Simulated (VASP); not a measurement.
The system is Ge.

```
Ge
1.0
     3.99759    0.00000    0.00000
    -1.99879    3.46201    0.00000
     0.00000    0.00000    6.59938
Ge
4
Direct
  0.33333 0.66667 0.93710
  0.66667 0.33333 0.43710
  0.33333 0.66667 0.56290
  0.66667 0.33333 0.06290
```

This isn't the form of Ge at room conditions, which is diamond.

| Item | Value |
| --- | --- |
| Program | VASP 6.6.1 |
| Task | relaxation of cell and atoms |
| Functional | revPBE |
| Potentials or basis | VASP PAW PBE potentials, release 64 (Ge_d) |
| Cutoff | 600 eV |
| k mesh | 6 × 6 × 3 |
| Occupations | fermi-dirac, width 0.05 eV |
| Spin | no spin polarisation |

At the start: pressure 4.2 GPa; volume 22.83 Å³/atom.

**Question.** How do energy, volume and symmetry change on relaxing?

**Answer.** Over 5 steps the energy falls by 20.2 meV/atom and the volume is 24.40 Å³/atom (+6.9 %); space group P6_3/mmc (No. 194, to 0.05 Å).

The path:
```tsv
step	energy change (eV)	largest force (eV/Å)	pressure (GPa)	volume (Å³)
1	0.0000	0.0247	4.22	91.33
2	-0.0747	0.0552	-0.98	99.52
3	-0.0807	0.0367	-0.03	97.70
4	-0.0807	0.0350	0.08	97.57
5	-0.0808	0.0007	0.02	97.59
```

Final structure:
```yaml
crystal:
  lattice:
    - [4.09049, 0.00000, 0.00000]
    - [-2.04524, 3.54246, 0.00000]
    - [0.00000, 0.00000, 6.73483]
  atoms:
    - { symbol: Ge, position: [0.33333, 0.66667, 0.93720] }
    - { symbol: Ge, position: [0.66667, 0.33333, 0.43720] }
    - { symbol: Ge, position: [0.33333, 0.66667, 0.56280] }
    - { symbol: Ge, position: [0.66667, 0.33333, 0.06280] }
```

Caveat: the PAW data sets were made with another functional, which shifts forces and pressure a little.
